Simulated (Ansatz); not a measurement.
**2H-MoTe2 monolayer in a perpendicular field**

Aim: how the 2H-MoTe2 monolayer screens a field along its normal, and what the field does to its bands. A positive field points along +c.

Method: plane-wave DFT, PBE-D3(BJ), Ansatz PAW (set soft_1); PAW set soft_1, in Ansatz 0.2.0.

**Measured values to reproduce.**

For MoTe2, 1H hexagonal monolayer (MBE-grown monolayer on HOPG, 1H domain, 9 K), “Electronic Janus lattice and kagome-like bands in coloring-triangular MoTe2 monolayers” (2023, pmc:10562484) gives, by scanning tunneling spectroscopy: band gap (quasiparticle gap from dI/dV spectrum) about 1.9 eV [STS gap of a monolayer on a substrate (screening reduces the gap); 1H regions contain …].

Most raw output is cut from this account.

**1. Set-up**

The cell holds 3 atoms: 2 Te and 1 Mo. Its edges and angles: a = 3.550 Å, b = 3.550 Å, c = 38.574 Å, α = 90.0°, β = 90.0°, γ = 120.0°. Vacuum lies along c.

**2. Relaxing the slab**

The starting cell is a guess, so the in-plane lattice and the atoms are relaxed first, with the slab cut off from its images along the normal.

input.yaml

```yaml
crystal:
  lattice:
    - [3.55, 0.0, 0.0]
    - [-1.775, 3.0743901834, 0.0]
    - [0.0, 0.0, 38.5741026309]
  atoms:
    - { symbol: Te, position: [0.3333333333, 0.6666666667, 0.4510798389] }
    - { symbol: Mo, position: [0.0, 0.0, 0.5] }
    - { symbol: Te, position: [0.3333333333, 0.6666666667, 0.5489201611] }
  periodic: [true, true, false]
kpoints:
  mp_grid: { grid: [12, 12, 1] }
hamiltonian:
  xc: pbe
  dispersion: d3bj
  pseudopotentials: { kind: paw, azcp: { folder: soft_1 } }
scf:
  occupations: { method: fermi_dirac, width: 0.05 }
  convergence: { dr2_threshold: 1.0e-09 }
relax:
  f_tol: 0.004
  max_steps: 90
  cell: {}
output:
  write_potential: true
  write_density: true
  volumetric_format: npy
```

Command:

```bash
> ansatz run input.yaml --threads 2 --pin off --max-ram 3072MiB --backend cpu --events-out ev --progress --plain --runs-dir out
```

Elapsed: 74 s, on 2 threads of Arm Neoverse V1, shared host; peak memory 0.64 GiB; 2.4 min of CPU time.

Step by step:

```tsv
step	energy less that of the first step (eV)	largest force component (eV/Å)	volume (Å³)
1	0.0000	1.0574	421.00
2	0.1043	1.8820	415.73
3	-0.1058	0.1817	411.43
4	-0.1084	0.0244	410.00
5	-0.1084	0.0013	410.17
6*	-0.1081	0.0012	410.17
```

Relaxation steps marked * repeat the geometry before them on a plane-wave basis chosen anew for their cell, so energy and pressure can jump there. Relaxation step 2 was tried and not accepted.

The run keeps the 12 symmetry operations that it works with, so distortions that break them were not tested.

```tsv
cell as run	before	after	change
a (Å)	3.550	3.504	-1.3 %
b (Å)	3.550	3.504	-1.3 %
```

The atoms that moved most (Å, along periodic axes as changes of fractional coordinates times the final cell, across vacuum about the mean position):

```tsv
atom	dx	dy	dz	length
Te3	0.000	0.000	-0.070	0.070
Te1	0.000	0.000	0.070	0.070
```

Final coordinates:

```xyz
3
Lattice="3.5040 0.0000 0.0000 -1.7520 3.0346 0.0000 0.0000 0.0000 38.5741" Properties=species:S:1:pos:R:3
Te    0.0000    2.0231   17.4701
Mo    0.0000    0.0000   19.2871
Te    0.0000    2.0231   21.1040
```

The lattice constant a goes from 3.550 to 3.504 Å.

**3. Single point, field 0**

A sawtooth potential applies the field, turning back in the middle of the vacuum. With the dipole correction the typed value is the field outside the slab. The induced dipole is small, so the SCF threshold is tight.

The cell differs from the one that the last finished run ended in (c 38.574 → 21.634 Å).

input.yaml

```yaml
crystal:
  lattice:
    - [3.5040334455, 0.0, 0.0]
    - [-1.7520167228, 3.0345819795, 0.0]
    - [0.0, 0.0, 21.6339187036]
  atoms:
    - { symbol: Te, position: [0.3333333333, 0.6666666667, 0.4160133965] }
    - { symbol: Mo, position: [0.0, 0.0, 0.5] }
    - { symbol: Te, position: [0.3333333333, 0.6666666667, 0.5839866035] }
kpoints:
  mp_grid: { grid: [18, 18, 1] }
  band_path:
    path: [[0, 0, 0], [0.5, 0, 0], [0.33333333, 0.33333333, 0], [0, 0, 0]]
    npoints: 16
hamiltonian:
  xc: pbe
  dispersion: d3bj
  pseudopotentials: { kind: paw, azcp: { folder: soft_1 } }
scf:
  occupations: { method: fermi_dirac, width: 0.02585 }
  convergence: { dr2_threshold: 1.0e-10 }
efield:
  axis: 3
  dipole_correction: true
  ramp_position: 0.97
  ramp_width: 0.06
  amplitude: 0
output:
  dos: { projected: true, e_range: [-6, 5] }
  write_potential: true
  write_density: true
  volumetric_format: npy
  elf: true
```

Wall time 24 s (2 threads); peak memory 0.57 GiB; 47 s of CPU time.

This step gave:

* gap on the k-mesh: 1.189 eV
* dipole along the normal: 3.77e-7 e·Å
* gap along the path: 1.189 eV
* smallest direct gap along the path: 1.189 eV
* ionisation energy, upper face: 4.825 eV
* electron affinity, upper face: 3.636 eV
* gap, the smaller of path and mesh: 1.189 eV

Running mean over a fixed 2.7 Å (it still follows the layers) of the planar mean; the ramp of the sawtooth is left out. Electron's electrostatic potential energy less the Fermi level against z:

```tsv
z (Å)	electron's electrostatic potential energy less the Fermi level (eV)
3.0	4.24
3.5	4.24
4.0	4.24
4.5	4.24
5.0	4.23
5.5	4.22
6.0	4.14
6.5	3.86
7.0	2.72
7.5	0.614
8.0	-1.50
8.5	-3.56
9.0	-5.47
9.5	-8.06
10.0	-9.22
10.5	-9.04
11.0	-9.01
11.5	-9.22
12.0	-8.59
12.5	-6.14
13.0	-4.00
13.5	-2.10
14.0	0.0655
14.5	2.18
15.0	3.70
15.5	4.10
16.0	4.21
16.5	4.23
17.0	4.24
17.5	4.24
18.0	4.24
18.5	4.24
```

The density of states has structure finer than the step of the table below, so its rows give means over 0.25 eV, whole bins alone (the curve runs from -6 to 2.6 eV). Peaks (eV: height): -5.150: 6.10, -3.930: 8.39, -2.280: 6.34, -2.110: 5.42, 0.860: 8.13, 1.220: 7.50, 1.470: 8.30.

Density of states against energy, zero at the Fermi level of the run, which the smearing sets inside the gap; means over each step:

```tsv
energy (eV)	density of states (states/eV a cell)
-5.75	0.910
-5.50	1.59
-5.25	3.12
-5.00	3.21
-4.75	2.12
-4.50	0.677
-4.25	0.837
-4.00	4.53
-3.75	2.54
-3.50	2.60
-3.25	2.74
-3.00	2.73
-2.75	2.49
-2.50	1.77
-2.25	4.18
-2.00	3.59
-1.75	3.73
-1.50	2.48
-1.25	3.70
-1.00	2.45
-0.75	2.33
-0.50	0.0695
-0.25	0
0.00	0
0.25	0
0.50	0.0277
0.75	4.06
1.00	2.60
1.25	4.86
1.50	4.54
1.75	3.02
2.00	1.79
2.25	1.27
```

Projected DOS per atom over height of the atomic layer and energy from the Fermi level. Layers: Te Mo Te from below.

Ten even steps from '_' (0.00 states/eV) to '@' (2.80 states/eV), each cell a mean:
```
......
..::..
--**--
::@@::
::@@::
______
______
______
..--..
..**..
::==::
--++--
--==--
::--::
::==::
------
======
......
......
==--==
::..::
..__..
```
Columns: height of the atomic layer (Å) from 9 to 12.6; rows upwards: energy from the Fermi level (eV) from -5.96 to 2.59.

The electronic bands at the labelled points (eV, zero at the Fermi level of the run, which the smearing sets inside the gap):

```tsv
point	band 20	band 21	band 22	band 23	band 24	band 25	band 26	band 27
Γ	-2.18	-1.40	-1.40	-1.17	2.61	2.61	2.89	2.89
halfway	-2.23	-1.81	-1.53	-1.43	0.90	1.64	1.68	3.00
M	-2.85	-2.31	-1.37	-0.80	0.91	1.21	2.73	3.13
halfway	-3.30	-2.70	-2.29	-0.77	0.88	1.50	1.82	3.14
K	-3.62	-3.51	-2.39	-0.59	0.60	1.23	2.02	3.57
halfway	-3.09	-2.07	-1.44	-1.14	0.69	1.30	1.41	2.89
Γ	-2.18	-1.40	-1.40	-1.17	2.61	2.61	2.89	2.89
```

Valence density in the ca plane at fractional y = 0.667, with atoms of Te within 0.2 Å of it. It is the smooth field of the valence electrons, not physical close to the nuclei.

Values in units of 1e0 e/Å³, 5 rows by 16 columns, each cell a mean:
```
0.0 0.0 0.0 0.0 0.0 0.0 0.1 0.2 0.3 0.4 0.2 0.1 0.0 0.0 0.0 0.0
0.0 0.0 0.0 0.0 0.0 0.0 0.2 0.4 0.3 0.3 0.4 0.3 0.0 0.0 0.0 0.0
0.0 0.0 0.0 0.0 0.0 0.1 1.6 5.1 0.4 0.3 4.1 2.6 0.1 0.0 0.0 0.0
0.0 0.0 0.0 0.0 0.0 0.1 2.6 8.9 0.5 0.3 7.2 4.5 0.1 0.0 0.0 0.0
0.0 0.0 0.0 0.0 0.0 0.0 0.4 1.0 0.3 0.3 0.9 0.6 0.1 0.0 0.0 0.0
```
Columns run along c (16.0 Å, from fractional 0.09 to 0.83 of the cell), rows up along a (3.5 Å). Atoms in or near the plane, at fractional coordinates: Te at (0.42, 0.33), Te at (0.58, 0.33).

ELF in the ca plane at fractional y = 0.667, with atoms of Te within 0.2 Å of it. It is the smooth field of the valence electrons, not physical close to the nuclei.

Ten even steps from '0' (0.00) to '9' (0.85), each cell a mean:
```
00000000000000001234442222124443210000000000
00000000000000000122332122123321100000000000
00000000000000124566664222246666542100000000
00000000000002478865566422466556887420000000
00000000000024799741135522553114799742000000
00000000000126899720014422541002799852000000
00000000000025899730024522542003799852000000
00000000000013689863346522564336898631000000
00000000000001257776665322366667774210000000
```
Columns run along c (16.0 Å, from fractional 0.09 to 0.83 of the cell), rows up along a (3.5 Å). Atoms in or near the plane, at fractional coordinates: Te at (0.42, 0.33), Te at (0.58, 0.33).

Electrostatic potential energy in the ca plane at fractional y = 0.667, with atoms of Te within 0.2 Å of it. With pseudopotentials it is smooth inside the atoms' cores, unlike the true potential.

Values in eV, 5 rows by 16 columns, each cell a mean:
```
  6   6   6   6   6   5   3   2  -4  -6   1   3   5   6   6   6
  6   6   6   6   6   5   0  -6  -2  -3  -5  -2   5   6   6   6
  6   6   6   6   6   4 -16 -19  -5  -2 -20 -18   3   6   6   6
  6   6   6   6   6   4 -16  -9  -8  -3 -13 -16   3   6   6   6
  6   6   6   6   6   5  -7 -17  -2  -1 -15 -11   4   6   6   6
```
Columns run along c (16.0 Å, from fractional 0.09 to 0.83 of the cell; values clipped at the 3rd and 97th percentile), rows up along a (3.5 Å). Atoms in or near the plane, at fractional coordinates: Te at (0.42, 0.33), Te at (0.58, 0.33).

The gap is 1.19 eV, with the valence edge 4.82 eV and the conduction edge 3.64 eV under the upper vacuum level. Spin-orbit coupling, left out in this run, matters for the bands of elements this heavy.

**4. Single point, field 0.1 V/Å**

input.yaml: that of step 3 with these lines changed.

```diff
@@ -24,7 +24,6 @@
   dipole_correction: true
-  ramp_position: 0.97
-  ramp_width: 0.06
-  amplitude: 0
+  ramp_position: 0.9575
+  ramp_width: 0.0851
+  amplitude: 0.1
 output:
-  dos: { projected: true, e_range: [-6, 5] }
   write_potential: true
@@ -32,2 +31 @@
   volumetric_format: npy
-  elf: true
```

Elapsed: 25 s, on 2 threads; peak memory 0.55 GiB; 49 s of CPU time.

The dipole is 0.0372 e·Å, and the gap 1.189 eV.

**5. Single point, field -0.1 V/Å**

input.yaml: that of step 4 with these lines changed.

```diff
@@ -26,3 +26,3 @@
   ramp_width: 0.0851
-  amplitude: 0.1
+  amplitude: -0.1
 output:
```

Run time: 25 s. Hardware: 2 threads; peak memory 0.54 GiB.

The dipole is -0.0372 e·Å, and the gap 1.189 eV.

**6. Response, atoms held**

This step: plane-wave DFT, PBE-D3(BJ), Ansatz PAW (set soft_1); response to a field along the normal, atoms held; PAW set soft_1 (Ansatz 0.2.0).

The dipoles give the slope, and the difference of two potentials shows where the field is screened.

Numbers from this step:

- equivalent conductor thickness p/(ε₀AE): 6.332 Å
- distance between the outer atoms: 3.634 Å

Dipole of the cell against applied field:

```tsv
applied field (V/Å)	dipole of the cell (e·Å)
-0.1000	-0.0372
0.0000	3.8e-7
0.1000	0.0372
```

Local field over the applied field, running mean. From the potentials at -0.1 and 0.1 V/Å; running mean over 2.5 Å. The local field over applied field by z:

```tsv
z (Å)	local field over applied field
4.04	0.999
4.47	0.997
4.76	0.994
5.19	0.985
5.48	0.974
5.91	0.943
6.20	0.907
6.63	0.818
6.92	0.735
7.36	0.593
7.64	0.493
8.08	0.344
8.37	0.252
8.80	0.138
9.23	0.0709
9.52	0.0508
9.95	0.0376
10.24	0.0332
10.67	0.0301
10.96	0.0301
11.39	0.0332
11.68	0.0376
12.12	0.0508
12.40	0.0709
12.84	0.138
13.27	0.252
13.56	0.344
13.99	0.493
14.28	0.593
14.71	0.735
15.00	0.818
15.43	0.907
15.72	0.943
16.15	0.974
16.44	0.985
16.87	0.994
17.16	0.997
17.60	0.999
```

Electrons, planar mean, per unit field. Table of induced electron density by z:

```tsv
z (Å)	induced electron density (e/Å³ per V/Å)
4.5	1.6e-5
5.0	4.7e-5
5.5	1.3e-4
6.0	3.3e-4
6.5	8.1e-4
7.0	0.00181
7.5	0.00315
8.0	0.00289
8.5	8.0e-4
9.0	8.2e-4
9.5	2.4e-4
10.0	-4.3e-4
10.5	-2.7e-4
11.0	1.8e-4
11.5	5.0e-4
12.0	-1.6e-4
12.5	-6.1e-4
13.0	-7.7e-4
13.5	-0.00229
14.0	-0.00336
14.5	-0.00217
15.0	-0.00102
15.5	-4.3e-4
16.0	-1.7e-4
16.5	-6.2e-5
17.0	-2.2e-5
17.5	-7.4e-6
```

The smaller of the gaps on the path and on the k-mesh, counted as 0 under 0.03 eV. The gap stays at 1.19 eV for applied field from -0.1 to 0.1 V/Å.

By hand: between -0.1 and 0.1 V/Å the dipole changes by 0.07442 e·Å, a slope of 0.3721 e·Å²/V. A perfect conductor of thickness t has p = ε₀AEt, so t = 180.95 × 0.3721 / 10.633 = 6.33 Å (e/ε₀ = 180.95 V·Å, A in Å²).

The induced dipole is that of a conductor 6.33 Å thick.

**7. Summary of results**

| Quantity | Value |
| --- | --- |
| gap without field | 1.19 eV |
| ionisation energy, upper face | 4.82 eV |
| electron affinity, upper face | 3.64 eV |
| equivalent conductor thickness, atoms held | 6.33 Å |

**Reading.** The induced dipole equals that of a perfect conductor 6.33 Å thick, while the outer atoms lie 3.63 Å apart; an out-of-plane ε follows only once a thickness t is chosen, by 1 − 1/ε = 6.33 Å / t. The gap stays within 0.01 eV of 1.19 eV over the fields run, up to 0.1 V/Å in size. The measured quasiparticle gap below is for a layer on a substrate, whose screening lowers it, so a free-standing Kohn-Sham gap can come near it by a cancelling of errors. Semilocal functionals give gaps that are too small, and excitons are not included. Spin-orbit coupling is left out, which matters for the bands of elements this heavy.

Computed beside measured:

```
                                                                       quantity  measured       PBE D3(BJ)
band gap (quasiparticle gap from dI/dV spectrum, monolayer on a substrate) (eV)       1.9  1.19 (-0.71 eV)
```

Measured values from pmc:10562484 (2023).

Verdict: The band gap is off by -0.71 eV. Local and semilocal functionals usually give gaps below the measured ones. Spin-orbit coupling, left out here, can change the gap with such heavy elements. Zero-point and thermal motion shift the measured gap.

[Logs are printed without paths, hosts, clocks, repeated set-up lines and the standing remarks that a program may print on its own settings, such as how far it seeks lower states.]

[Hosts, paths, dates, database ids (printed as entryN), source tags and the programs' standing remarks are cut or masked in the printed files.]

[Maps of the electrostatic potential energy from Ansatz leave out the sawtooth potential of an applied field or a dipole correction, so their vacuum need not be flat; planar profiles and work functions include it.]

[The density of states shown here was stored with 400 of the rows of the run's finer table, so its peaks can read low, often by over a quarter, or be missed, and its means over a window can be off by a tenth or more.]
